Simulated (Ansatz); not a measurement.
A run of Ansatz 0.2.0:

File input.yaml:

```yaml
crystal:
  lattice:
    - [4.3, 0.0, 0.0]
    - [-2.15, 3.7239092363, 0.0]
    - [0.0, 0.0, 7.02]
  atoms:
    - { symbol: Cd, position: [0.6666666667, 0.3333333333, 0.5] }
    - { symbol: Cd, position: [0.3333333333, 0.6666666667, 0.0] }
    - { symbol: Se, position: [0.6666666667, 0.3333333333, 0.885] }
    - { symbol: Se, position: [0.3333333333, 0.6666666667, 0.385] }
kpoints:
  mp_grid: { grid: [7, 7, 4] }
scf:
  occupations: { method: fermi_dirac, width: 0.05 }
hamiltonian:
  xc: pbesol
  pseudopotentials: { kind: all_electron, lapw: { basis_error: 0.002 } }
output:
  forces: true
  stress: true
relax:
  f_tol: 0.01
  max_steps: 60
  cell: {}
```

Potentials or basis: all-electron LAPW, scalar-relativistic.

Run with:

```sh
$ ansatz run input.yaml --threads 2 --pin off --max-ram 8192MiB --backend cpu --events-out ev --progress --plain --runs-dir out
```

Hardware: 2 threads of Arm Neoverse V2 (shared host).

**Question.** How long does it take, and how much memory?

**Answer.** Wall time 94 s on 2 threads of Arm Neoverse V2 (shared host), peak memory 0.48 GiB. Counts: scf iterations 26, plane waves 1165, k points 24, bands 53, ion steps 5.
